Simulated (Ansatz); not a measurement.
**Calculation log, Te (P3_121) (elastic constants by finite strains)**

Method: PBEsol, all-electron LAPW in Ansatz 0.2.0, scalar-relativistic.

The cell comes from a PAW relaxation under the same functional.

Launched as:

```sh
ansatz run input.yaml --threads 2 --pin off --max-ram 5120MiB --backend cpu --events-out ev --progress --plain --runs-dir out
```

Input:

```yaml
crystal:
  lattice:
    - [4.31909960371, 0.0, 0.0]
    - [-2.15954980185, 3.74044997829, 0.0]
    - [0.0, 0.0, 5.94574513022]
  atoms:
    - { symbol: Te, position: [0.284889166643, 0.0, 0.333333333333] }
    - { symbol: Te, position: [0.0, 0.284889166643, 0.666666666667] }
    - { symbol: Te, position: [0.715110833357, 0.715110833357, 0.0] }
kpoints:
  mp_grid: { grid: [8, 8, 6] }
scf:
  occupations: { method: fixed }
hamiltonian:
  xc: pbesol
  pseudopotentials: { kind: all_electron, lapw: { basis_error: 0.001 } }
elastic:
  mode: relaxed_ion
  stencil: two_point
  amplitude: 0.005
```

Output:

```
Warning: RAYON_NUM_THREADS=2 ignored (pool sized by the plan → 2); use --threads N
LAPW: plane waves up to 7.998 Å⁻¹, error target 1.0e-3 eV per atom; small_component_spin mean_spin; Te in spheres of 1.412 Å, 24 of its electrons in bands, Dirac shells [] (how accurate: ...
Engine: ansatz 0.2.0, x86_64-unknown-linux-gnu
Pseudopotentials: kind: all_electron
Pseudopotential: Te, LAPW, valence charge 24, lapw/all_electron/scalar/gaussian/Te, Koelling and Harmon's equation, gaussian nucleus
Functional definition: PBEsol
  exchange = pbesol_x
  correlation = pbesol_c
davidson cushion auto → on  (no smearing: the cushion is to keep the highest requested band from converging to the state above it; pin scf.eigensolver.cushion to override)
Crystal: 3 atoms, lattice volume = 96.056 Å³
Basis set: ecut = 243.7433467536081 eV, 867 PW (Γ), exchange–correlation at level 2
Bands: 44, of which v1, the nominal top of the filled ones, is band 36 counted from 1 (35 counted from 0)
Symmetry: 6 space group operations
Space group: P3121 (ITA 152), of the structure as read, at distance tolerance 4.6e-5 Å
k-points: 50 of 384 (time reversal used)
Non-local potential: Te, projectors of the file, none
Initial density: superposition of atomic densities (chi_scale 0.1, normalization cell)
Initial wavefunctions: plane waves of lowest kinetic energy (no species holds an atomic orbital)
Functional: x = pbesol(κ = 0.804, μ = 0.12345679012345678), c = pbesol(β = 0.046)
iter 1 solved again at ethr=1.18e-4 eV; its pass at ethr=1.00e-1 eV (dr2=8.49e-2 eV) is discarded
SCF iter   1: F=—  HF=-554417.864591 eV  |F-HF|=—  |Δ(HF+E_count)|=         —  Δρ=1.14e-2  dr2=8.59e-2  ethr=1.18e-4  ⟨swp⟩=3.0  Hψ=14555  notcnv=0
preconditioner: auto → Resta (q_TF=auto, 2.600 Å⁻¹)  ε∞=3.4  [insulator: Δε(μ)=0.337 eV  Ē_g=10.444 eV  n_scr=22 (ndim 8)  ℏωp=16.1 eV  f_vac=0.052  ε∞_Penn≈3.4]
[... 172 lines left out ...]
  largest displacement 4.4e-3 Å; the constants are those of the deck's cell at these positions:
  atoms:
    - { symbol: Te, position: [0.28386599188490497, -1.3713669237304142e-19, 0.3333333333333333] }
    - { symbol: Te, position: [0.0, 0.2838659918849049, 0.6666666666666666] }
    - { symbol: Te, position: [0.7161340081150951, 0.716134008115095, -3.3289746981435363e-35] }
  C = ∂σ_k/∂η_j (tension-positive GPa; Voigt order 11 22 33 23 13 12):
        53.340     13.040     33.669     18.943      0.000      0.000
        13.040     53.340     33.669    -18.943     -0.000      0.000
        33.754     33.754     88.436      0.000     -0.000     -0.000
        18.948    -18.948     -0.000     46.307      0.000     -0.000
         0.000     -0.000      0.000      0.000     46.307     18.948
         0.000     -0.000      0.000     -0.000     18.943     20.150
  reference stress σ⁰ (GPa):     -0.069     -0.069     -0.156     -0.000      0.000     -0.000
  no Pulay correction (none for the plane-wave cutoff is built on LAPW): the batch's stresses and constants are at fixed plane waves
  C* (energy form; C + prestress term) asymmetry max|C*_kj − C*_jk| = 5.291e-3 GPa — a small one proves nothing (zero by symmetry where the batch's group is 432, −43m or m−3m); a large one is finite-difference/SCF noise where ...
  moduli (Voigt/Reuss/Hill, GPa): K = 39.56/33.19/36.37   G = 30.20/16.81/23.50   E = 58.01   ν = 0.234
  mechanically stable: yes (min eigenvalue of sym C = 10.21 GPa)
  where every solve meets its electron count the energy-path curvature estimates C_jj along a normal strain and C_jj − ¼(σ⁰_aa + σ⁰_bb) along a shear (ab), closely only under elastic.basis: deformed
  strain η (Voigt 11):  stress-route row diagonal C_11 = 53.34 GPa, energy-path curvature d²(F+E_count)/dδ²/Ω₀ = 53.33 GPa
         δ    σ_11 (GPa)             F (eV)   n_scf  n_hpsi   n_pw
    -5.000e-3      -0.3446     -554417.8410637       2   37737    867   relax 4 steps, max|allowed force component| 2.89e-5 eV/Å
     5.000e-3       0.1888     -554417.8414970       2   37737    867   relax 3 steps, max|allowed force component| 3.32e-5 eV/Å
  strain η (Voigt 33):  stress-route row diagonal C_33 = 88.44 GPa, energy-path curvature d²(F+E_count)/dδ²/Ω₀ = 88.44 GPa
         δ    σ_33 (GPa)             F (eV)   n_scf  n_hpsi   n_pw
    -5.000e-3      -0.6027     -554417.8405446       2   16549    867   relax 3 steps, max|allowed force component| 8.32e-6 eV/Å
     5.000e-3       0.2817     -554417.8414900       2   16552    867   relax 3 steps, max|allowed force component| 8.01e-6 eV/Å
  strain η (Voigt 23):  stress-route row diagonal C_44 = 46.31 GPa, energy-path curvature d²(F+E_count)/dδ²/Ω₀ = 46.37 GPa
         δ    σ_23 (GPa)             F (eV)   n_scf  n_hpsi   n_pw
    -5.000e-3      -0.2281     -554417.8413361       2   37736    867   relax 4 steps, max|allowed force component| 1.74e-5 eV/Å
     5.000e-3       0.2349     -554417.8413290       2   37735    867   relax 3 steps, max|allowed force component| 1.85e-5 eV/Å
```

The run converged.

Elastic moduli:

Elastic constants of a crystal by Kohn-Sham DFT: slopes of the stress over finite engineering strains of the given cell, Voigt indices, Cartesian axes as in the input; Hill averages of a grain aggregate, Debye temperature from the mean sound speed over directions.

```json
{
  "Bulk modulus": "36.37 GPa",
  "Shear modulus": "23.5 GPa",
  "Young modulus": "58.01 GPa",
  "Poisson ratio": "0.2342",
  "Bulk over shear modulus": "1.548",
  "Elastic anisotropy index": "4.175",
  "Least young modulus": "26.99 GPa",
  "Largest young modulus": "117.1 GPa",
  "Longitudinal sound speed": "3199 m/s",
  "Transverse sound speed": "1885 m/s",
  "Elastic debye temperature": "180.4 K",
  "Linear compressibility (x, y, z)": "15.21, 15.21, -0.2897 1/TPa"
}
```

### Strained cells

Stress of each strained cell less that at rest, tension positive.

```csv
strain component,strain,stress xx (GPa),stress yy (GPa),stress zz (GPa),stress yz (GPa),stress xz (GPa),stress xy (GPa),relaxation steps
xx,-0.005,-0.2751,-0.0669,-0.1734,-0.0974,0,0,4
xx,0.005,0.2583,0.0635,0.1641,0.0921,0,0,3
zz,-0.005,-0.1729,-0.1729,-0.4464,0,0,0,3
zz,0.005,0.1638,0.1638,0.438,0,0,0,3
yz,-0.005,-0.0958,0.0905,-0.0033,-0.2281,0,0,4
yz,0.005,0.0936,-0.099,-0.0034,0.235,0,0,3
```

### Elastic constants

| Property | Result |
| --- | --- |
| Pressure at rest | 0.098 GPa |
| Least elastic eigenvalue | 10.21 GPa |
| Elastically stable | yes |

| index | elastic (GPa) |
| --- | --- |
| 11 | 53.34 |
| 12 | 13.04 |
| 13 | 33.71 |
| 14 | 18.95 |
| 33 | 88.44 |
| 44 | 46.31 |

Keep in mind: constants at zero field, no piezoelectric stiffening.

It took 7.5 min on 2 threads of AMD EPYC 9R45 96-Core Processor (Zen 5), on a shared host, peak memory 0.86 GiB.
